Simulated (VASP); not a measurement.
# Al2O3 from a squeezed to a stretched cell, part 3 of 3

Aim: follow Al2O3 from a squeezed to a stretched cell. The starting structure is a measured crystal structure from the Crystallography Open Database. All runs use LDA. The equilibrium cell comes from relaxations that aren't shown. At each volume, shape and positions are relaxed as far as symmetry leaves them free.

VASP 6.6.1.

Results so far: the equilibrium volume -0.1 GPa; 0.96 of the equilibrium volume 11.4 GPa; 1.04 of the equilibrium volume -9.4 GPa; 0.92 of the equilibrium volume 25.5 GPa; 0.98 of the equilibrium volume 5.4 GPa; 1.02 of the equilibrium volume -5.0 GPa.

### Step 8. Relaxation at 0.9 of the equilibrium volume

Level of this step: LDA; plane waves and PAW (Al, O) (VASP).

Input file INCAR:

```
SYSTEM = Al2O3
PREC = Accurate
ENCUT = 560
EDIFF = 1E-07
NELM = 100
ISMEAR = 0
SIGMA = 0.03
LREAL = .FALSE.
ALGO = Normal
GGA = CA
NBANDS = 34
LORBIT = 11
LWAVE = .FALSE.
LCHARG = .FALSE.
KPAR = 16
IBRION = 2
NSW = 50
ISIF = 4
EDIFFG = -0.003
```

Input file POSCAR:

```
Al2O3
1.0
    2.2854780890      1.3195213908      4.1516617873
   -2.2854780890      1.3195213908      4.1516617873
    0.0000000000     -2.6390427817      4.1516617873
Al O
4 6
Direct
    0.3520071402      0.3520071402      0.3520071402
    0.1479928598      0.1479928598      0.1479928598
    0.6479928598      0.6479928598      0.6479928598
    0.8520071402      0.8520071402      0.8520071402
    0.5557448312      0.9442551688      0.2500000000
    0.2500000000      0.5557448312      0.9442551688
    0.9442551688      0.2500000000      0.5557448312
    0.4442551688      0.0557448312      0.7500000000
    0.7500000000      0.4442551688      0.0557448312
    0.0557448312      0.7500000000      0.4442551688
```

Input file KPOINTS:

```
Automatic mesh
0
Gamma
6 6 6
0 0 0
```

PAW data sets: Al and O (LDA family, release 64).

On the command line:

```sh
mpirun -np 16 vasp_std
```

What it wrote:

```text
[... set-up lines as in an earlier step ...]
 entering main loop
       N       E                     dE             d eps       ncg     rms          rms(c)
DAV:   1     0.231984605999E+03    0.23198E+03   -0.27233E+04  2176   0.145E+03
DAV:   2    -0.792829212371E+02   -0.31127E+03   -0.29955E+03  2756   0.311E+02
DAV:   3    -0.912907850944E+02   -0.12008E+02   -0.11972E+02  2792   0.614E+01
DAV:   4    -0.913736568542E+02   -0.82872E-01   -0.82825E-01  2736   0.589E+00
[...]
DAV:  12    -0.822822004656E+02    0.22322E-06   -0.14251E-06  2658   0.865E-03    0.539E-03
DAV:  13    -0.822822002815E+02    0.18416E-06   -0.84546E-07  2704   0.554E-03    0.116E-03
DAV:  14    -0.822822002818E+02   -0.37426E-09   -0.20453E-08  1424   0.905E-04
   1 F= -.82282200E+02 E0= -.82282200E+02  d E =-.822822E+02
[...]
2 F= -.82285838E+02 E0= -.82285838E+02  d E =-.363737E-02
[...]
3 F= -.82286354E+02 E0= -.82286354E+02  d E =-.415336E-02
[...]
4 F= -.82286368E+02 E0= -.82286368E+02  d E =-.145037E-04
[...]
5 F= -.82286381E+02 E0= -.82286381E+02  d E =-.269024E-04
[...]
reached required accuracy - stopping structural energy minimisation
```

Elapsed: 46 s, on 16 MPI ranks of Intel Xeon Platinum 8375C at 2.90GHz (Ice Lake), shared host; peak memory 4.3 GiB; 12 min of CPU time.

Parts of OUTCAR (step 8):

```text
  Total       15.8034834     15.8034834     15.8353109      0.0000000     -0.0000000      0.0000000
  in kB      337.0518318    337.0518324    337.7306407      0.0000000     -0.0000000      0.0000000
  external PRESSURE =     337.2781016 kB  Pullay stress =       0.0000000 kB

 POSITION                                       TOTAL-FORCE (eV/Angst)
 -----------------------------------------------------------------------------------
      0.00000     -0.00000      4.36953        -0.000000      0.000000     -0.002051
      0.00000     -0.00000      1.84054         0.000000     -0.000000      0.002051
      0.00000     -0.00000      8.05060         0.000000     -0.000000      0.002051
      0.00000     -0.00000     10.57959        -0.000000      0.000000     -0.002051
     -0.88401      1.32137      7.24507         0.001250     -0.000000      0.000000
     -0.70234     -1.42626      7.24507        -0.000625      0.001083     -0.000000
      1.58634      0.10488      7.24507        -0.000625     -0.001083      0.000000
      0.88401     -1.32137      5.17505        -0.001250     -0.000000      0.000000
      0.70234      1.42626      5.17505         0.000625     -0.001083      0.000000
     -1.58634     -0.10488      5.17505         0.000625      0.001083     -0.000000
 -----------------------------------------------------------------------------------
    total drift:                               -0.000000      0.000000     -0.000000

  FREE ENERGIE OF THE ION-ELECTRON SYSTEM (eV)
  ---------------------------------------------------
  free  energy   TOTEN  =       -82.2863805406 eV

  energy  without entropy=      -82.2863805406  energy(sigma->0) =      -82.28638054

[... 2 parts as in an earlier step ...]

[... 2 further parts left out ...]
[key lines of the parts left out:]
E-fermi :   7.5182
```

0.9 of the equilibrium volume: 7.512 Å³ an atom and a pressure of 33.73 GPa, and 7.731 eV of gap on the mesh. Further runs on this cell, not shown, give the modes Eg (5) 895.7, A2g (3) 868.6, A2g (1) 359.3 cm⁻¹.

### Step 9. Relaxation at 1.06 of the equilibrium volume

INCAR is that of step 8.

POSCAR, as its differences from that of step 8:

```diff
@@ -2,5 +2,5 @@
 1.0
-    2.2854780890      1.3195213908      4.1516617873
-   -2.2854780890      1.3195213908      4.1516617873
-    0.0000000000     -2.6390427817      4.1516617873
+    2.4135975000      1.3934911672      4.3843957895
+   -2.4135975000      1.3934911672      4.3843957895
+    0.0000000000     -2.7869823346      4.3843957895
 Al O
```

KPOINTS is that of step 8.

On the command line:

```sh
mpirun -np 16 vasp_std
```

What it wrote:

```text
[... set-up lines as in an earlier step ...]
 entering main loop
       N       E                     dE             d eps       ncg     rms          rms(c)
DAV:   1     0.232593177206E+03    0.23259E+03   -0.26316E+04  2176   0.142E+03
DAV:   2    -0.775443775816E+02   -0.31014E+03   -0.30001E+03  2760   0.295E+02
DAV:   3    -0.910288028718E+02   -0.13484E+02   -0.13436E+02  2798   0.634E+01
DAV:   4    -0.911353912075E+02   -0.10659E+00   -0.10652E+00  2664   0.649E+00
[...]
DAV:  12    -0.829024824878E+02   -0.40564E-06   -0.46819E-06  2718   0.144E-02    0.705E-03
DAV:  13    -0.829024820701E+02    0.41772E-06   -0.15360E-06  2686   0.714E-03    0.165E-03
DAV:  14    -0.829024820664E+02    0.36403E-08   -0.70053E-08  1572   0.165E-03
   1 F= -.82902482E+02 E0= -.82902482E+02  d E =-.829025E+02
[...]
2 F= -.82903530E+02 E0= -.82903530E+02  d E =-.104807E-02
[...]
3 F= -.82903547E+02 E0= -.82903547E+02  d E =-.106521E-02
[...]
4 F= -.82903547E+02 E0= -.82903547E+02  d E =-.106482E-02
[...]
5 F= -.82903553E+02 E0= -.82903553E+02  d E =-.582779E-05
 trial-energy change:   -0.000006  1 .order   -0.000006   -0.000011   -0.000000
 step:   1.0258(harm=  1.0258)  dis= 0.00022  next Energy=   -82.903553 (dE=-0.564E-05)
 reached required accuracy - stopping structural energy minimisation
```

Elapsed: 44 s, on 16 MPI ranks; peak memory 4.6 GiB; 11 min of CPU time.

Parts of OUTCAR (step 9):

```text
  Total       -7.4293936     -7.4293936     -7.4456700      0.0000000      0.0000000      0.0000000
  in kB     -134.5345652   -134.5345653   -134.8293043      0.0000000      0.0000000      0.0000000
  external PRESSURE =    -134.6328116 kB  Pullay stress =       0.0000000 kB

 POSITION                                       TOTAL-FORCE (eV/Angst)
 -----------------------------------------------------------------------------------
      0.00000     -0.00000      4.63748        -0.000000     -0.000000      0.000468
      0.00000     -0.00000      1.94863        -0.000000      0.000000     -0.000468
      0.00000     -0.00000      8.53473        -0.000000      0.000000     -0.000468
      0.00000     -0.00000     11.22358        -0.000000     -0.000000      0.000468
     -0.94026      1.39248      7.68379         0.001136     -0.000000     -0.000000
     -0.73580     -1.51053      7.68379        -0.000568      0.000983      0.000000
      1.67606      0.11805      7.68379        -0.000568     -0.000983     -0.000000
      0.94026     -1.39248      5.48842        -0.001136     -0.000000      0.000000
      0.73580      1.51053      5.48842         0.000568     -0.000983     -0.000000
     -1.67606     -0.11805      5.48842         0.000568      0.000983      0.000000
 -----------------------------------------------------------------------------------
    total drift:                                0.000000      0.000000     -0.000000

  FREE ENERGIE OF THE ION-ELECTRON SYSTEM (eV)
  ---------------------------------------------------
  free  energy   TOTEN  =       -82.9035527179 eV

  energy  without entropy=      -82.9035527179  energy(sigma->0) =      -82.90355272

[... 2 parts as in an earlier step ...]

[... 2 further parts left out ...]
[key lines of the parts left out:]
E-fermi :   5.5324
```

1.06 of the equilibrium volume: 8.848 Å³ an atom and a pressure of -13.46 GPa, and 5.701 eV of gap on the mesh. Further runs on this cell, not shown, give the modes Eg (5) 686.2, A2g (3) 692.7, A2g (1) 278.6 cm⁻¹.

### Step 10. Comparison

```
                           run  volume (Å³/atom)  pressure (GPa)  gap on the mesh (eV)  Eg (5)  A2g (3)  A2g (1)  core minutes
 0.9 of the equilibrium volume             7.512           33.73                 7.731   895.7    868.6    359.3          12.3
0.92 of the equilibrium volume             7.679           25.52                  7.45   864.8    843.4    351.4          7.47
0.96 of the equilibrium volume             8.013           11.44                  6.91   807.2    795.9    333.6          11.2
0.98 of the equilibrium volume              8.18             5.4                 6.653   780.5    773.7    323.6           8.0
        the equilibrium volume             8.347           -0.05                 6.403   755.0    752.2    313.2           5.6
1.02 of the equilibrium volume             8.514           -4.98                 6.162   730.8    731.6    302.2           8.0
1.04 of the equilibrium volume             8.681           -9.44                 5.928   707.9    711.8    290.5          5.17
1.06 of the equilibrium volume             8.848          -13.46                 5.701   686.2    692.7    278.6          11.7
```

Modes are in cm⁻¹ and matched by symmetry and order, imaginary ones as negative numbers. A number in brackets counts the listed modes of one symmetry from the lowest. The symmetry labels come from an automatic analysis and can be wrong where levels nearly coincide. Core minutes are wall time times ranks of the run shown, on a shared host.

### Step 11. Outcome

```json
{
  "pressure at 0.9 of the equilibrium volume": "33.73 GPa",
  "pressure at 0.92 of the equilibrium volume": "25.52 GPa",
  "pressure at 0.96 of the equilibrium volume": "11.44 GPa",
  "pressure at 0.98 of the equilibrium volume": "5.40 GPa",
  "pressure at the equilibrium volume": "-0.05 GPa",
  "pressure at 1.02 of the equilibrium volume": "-4.98 GPa",
  "pressure at 1.04 of the equilibrium volume": "-9.44 GPa",
  "pressure at 1.06 of the equilibrium volume": "-13.46 GPa"
}
```

Between 0.9 of the equilibrium volume and 1.06 of the equilibrium volume the pressure on Al2O3 goes from 33.7 to -13.5 GPa. Over this range the gap on the mesh falls or stays level: 7.73, 7.45, 6.91, 6.65, 6.40, 6.16, 5.93, 5.70 eV. Semilocal functionals give gaps that are too small, spin-orbit coupling is left out, and the mesh may miss the true band edges, by more at some strains than at others. Where bands change their order, the gap's trend can turn. The Eg (5) mode goes from 896 to 686 cm⁻¹, a mean mode Grüneisen parameter of 1.6. The A2g (3) mode goes from 869 to 693 cm⁻¹, a mean mode Grüneisen parameter of 1.4. The A2g (1) mode goes from 359 to 279 cm⁻¹, a mean mode Grüneisen parameter of 1.6. The frequencies are harmonic, and the splitting of polar modes by their long-range field is left out. Further runs on this material are not shown.

[Lines on the potential files, build, host, timing and source positions are cut from VASP's logs without a mark.]

[Logs are printed without paths, hosts, clocks, repeated set-up lines and the standing remarks that a program may print on its own settings, such as how far it seeks lower states.]

[Hosts, paths, dates, database ids (printed as entryN), source tags and the programs' standing remarks are cut or masked in the printed files.]
